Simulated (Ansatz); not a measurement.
Crystal: HfH2.

```xyz
3
Lattice="-1.7390 1.7390 2.1805 1.7390 -1.7390 2.1805 1.7390 1.7390 -2.1805" Properties=species:S:1:pos:R:3 pbc="T T T"
Hf    0.0000    0.0000    0.0000
H     1.7390    0.0000    1.0902
H     0.0000    1.7390    1.0902
```

```yaml
Program: Ansatz 0.2.0
Task: relaxation of cell and atoms
Functional: r2SCAN
Dispersion: D3(BJ)
Potentials_or_basis: Ansatz PAW
Cutoff: "500 eV (not typed: the program's choice for these potentials)"
k_mesh: 11 × 11 × 11
Occupations: fermi-dirac, width 0.05 eV
Spin: no spin polarisation
```

At the start: volume 8.79 Å³/atom.

**Question.** How do energy, volume and symmetry change on relaxing?

**Answer.** It ends after 4 steps and the volume is 8.51 Å³/atom (-3.2 %); space group I4/mmm (No. 139, to 0.05 Å).

Step by step:
```
step  energy change (eV)  largest force (eV/Å)  volume (Å³)
   1              0.0000                0.0000        26.38
   2             -0.0132                0.0000        25.60
   3             -0.0134                0.0000        25.53
   4             -0.0132                0.0000        25.53
```

Final structure:
```
Hf H
1.0
    -1.72308    1.72308    2.14939
     1.72308   -1.72308    2.14939
     1.72308    1.72308   -2.14939
Hf H
1 2
Direct
  0.00000 0.00000 0.00000
  0.25000 0.75000 0.50000
  0.75000 0.25000 0.50000
```

Caveat: the plane-wave basis is chosen anew once the cell has moved, so the energies of steps on either side of that aren't comparable; pairwise dispersion overbinds metals, which lowers pressure and volume; the PAW data sets come from PBE, with cores solved anew for the run's functional, which leaves a small shift of forces and pressure; the dispersion damping was fitted for another functional or another form of the correction.
